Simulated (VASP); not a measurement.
**CaSe: single point with PBE**

CaSe:

```
Ca Se
1.0
     0.00000    3.30000    3.30000
     3.30000    0.00000    3.30000
     3.30000    3.30000    0.00000
Ca Se
1 1
Cartesian
  0.0000 0.0000 0.0000
  4.9500 4.9500 4.9500
```

The cell comes from a database or a generator and needn't be the stable form of this composition.

```yaml
Program: VASP 6.6.1
Task: single point
Functional: PBE
Potentials_or_basis: VASP PAW PBE potentials, release 64 (Ca_sv, Se)
Cutoff: 520 eV
k_mesh: 2 × 2 × 2
Occupations: gaussian, width 0.01 eV
Spin: no spin polarisation
```

```json
{"Pressure": "0.4 GPa", "Band gap on the k mesh": "3.15 eV, indirect (least direct gap 3.23 eV)"}
```

Levels at points of the mesh, in eV from the valence-band top:
```
           k point  band 6  band 7  band 8  band 9  band 10  band 11
(0.00, 0.00, 0.00)   -0.08   -0.08   -0.08    3.15     5.31     5.31
(0.50, 0.00, 0.00)   -1.19    0.00    0.00    5.03     5.43     5.43
(0.50, 0.50, 0.00)   -1.22   -0.03   -0.03    3.53     4.92     6.02
```

Run time: 6.9 s on 1 thread of Intel(R) Xeon(R) Platinum 8488C (Sapphire Rapids) (shared host), peak memory 0.19 GiB.

Caveat: the k mesh is coarse (spacing up to 0.82 Å⁻¹), so the values aren't converged. PBE gaps usually lie below the measured ones, often by a third to a half.
